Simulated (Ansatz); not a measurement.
# In2O3: the cost of one run

Computed with Ansatz 0.2.0 (DFT PBE, scalar-relativistic, plane waves, PAW, unless a step's input says otherwise).

16 further runs of the same task are left out: 16 set aside as unsound or not needed.

### 1 Starting point

The structure is trigonal, space group R-3c (No. 167). The conventional cell has a = 5.575 Å, b = 5.575 Å, c = 14.755 Å, α = 90.00°, β = 90.00°, γ = 120.00°. In (site symmetry 3) is surrounded by 6 O at 2.16 to 2.29 Å. O (site symmetry 2) is surrounded by 4 In at 2.16 to 2.29 Å.

Structure file:

```
In O
1.0
     2.78755    1.60939    4.91843
    -2.78755    1.60939    4.91843
     0.00000   -3.21878    4.91843
In O
4 6
Direct
  0.35720 0.35720 0.35720
  0.14280 0.14280 0.14280
  0.64280 0.64280 0.64280
  0.85720 0.85720 0.85720
  0.54651 0.95349 0.25000
  0.25000 0.54651 0.95349
  0.95349 0.25000 0.54651
  0.45349 0.04651 0.75000
  0.75000 0.45349 0.04651
  0.04651 0.75000 0.45349
```

It is the result of an earlier relaxation at this level (volume 13.24 Å³/atom; gap on the mesh: 0.97 eV).

### 2 The scan

The energy is mapped over the lattice constants a and c of the conventional cell.

- lattice constant a (and b): 7 values from 5.296 to 5.854 Å
- lattice constant c: 7 values from 14.018 to 15.493 Å

Nothing else is relaxed (fractional coordinates fixed). Energies count from the relaxed crystal. Points are written as (first, second).

### 3 Grid point (5.296 Å, 14.018 Å)

File input.yaml:

```yaml
crystal:
  lattice:
    - [2.64815, 1.5289101154, 4.6725]
    - [-2.64815, 1.5289101154, 4.6725]
    - [0.0, -3.0578202307, 4.6725]
  atoms:
    - { symbol: In, position: [0.357202137, 0.357202137, 0.357202137] }
    - { symbol: In, position: [0.142797863, 0.142797863, 0.142797863] }
    - { symbol: In, position: [0.642797863, 0.642797863, 0.642797863] }
    - { symbol: In, position: [0.857202137, 0.857202137, 0.857202137] }
    - { symbol: O, position: [0.5465056545, 0.9534943455, 0.25] }
    - { symbol: O, position: [0.25, 0.5465056545, 0.9534943455] }
    - { symbol: O, position: [0.9534943455, 0.25, 0.5465056545] }
    - { symbol: O, position: [0.4534943455, 0.0465056545, 0.75] }
    - { symbol: O, position: [0.75, 0.4534943455, 0.0465056545] }
    - { symbol: O, position: [0.0465056545, 0.75, 0.4534943455] }
basis:
  ecutwfc: 520.0
kpoints:
  mp_grid: { grid: [6, 6, 6] }
hamiltonian:
  xc: pbe
scf:
  occupations: { method: gaussian, width: 0.05 }
output:
  forces: true
  stress: true
  eigenvalues: true
```

Run with:

```console
$ ansatz run input.yaml --threads 2 --pin off --max-ram 4096MiB --backend cpu --events-out ev --progress --plain --runs-dir out
```

**Question.** How long does this run take on 2 threads of Intel Xeon Platinum 8375C at 2.90GHz (Ice Lake), shared host, and how much memory does it need?

About 6.7 s, with a peak of 0.62 GiB.
